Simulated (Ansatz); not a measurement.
The system is Ag.

```
Ag
1.0
     0.00000    2.04275    2.04275
     2.04275    0.00000    2.04275
     2.04275    2.04275    0.00000
Ag
1
Direct
  0.00000 0.00000 0.00000
```

| Quantity | Value |
| --- | --- |
| Program | Ansatz 0.2.0 |
| Task | relaxation of cell and atoms |
| Functional | revPBE |
| Potentials or basis | all-electron LAPW, scalar-relativistic |
| Basis error allowed | 0.001 eV/atom |
| k mesh | 11 × 11 × 11 |
| Occupations | fermi-dirac, width 0.05 eV |
| Spin | no spin polarisation |

At the start: volume 17.05 Å³/atom.

Where does the relaxation end?

Over 6 steps the energy falls by 28.4 meV/atom and the volume is 18.40 Å³/atom (+7.9 %); space group Fm-3m (No. 225, to 0.05 Å).

The path:
```
step  energy change (eV)  largest force (eV/Å)  volume (Å³)
   1              0.0000                0.0000        17.05
   2             -0.0208                0.0000        19.21
   3             -0.0281                0.0000        18.55
   4             -0.0284                0.0000        18.39
   5             -0.0284                0.0000        18.40
   6             -0.0284                0.0000        18.40
```

Final structure:
```cif
data_structure
_symmetry_space_group_name_H-M 'P 1'
_symmetry_Int_Tables_number 1
_cell_length_a 2.9635
_cell_length_b 2.9635
_cell_length_c 2.9635
_cell_angle_alpha 60.000
_cell_angle_beta 60.000
_cell_angle_gamma 60.000
_cell_volume 18.40
loop_
_atom_site_label
_atom_site_type_symbol
_atom_site_fract_x
_atom_site_fract_y
_atom_site_fract_z
_atom_site_occupancy
Ag1 Ag 0.00000 0.00000 0.00000 1
```
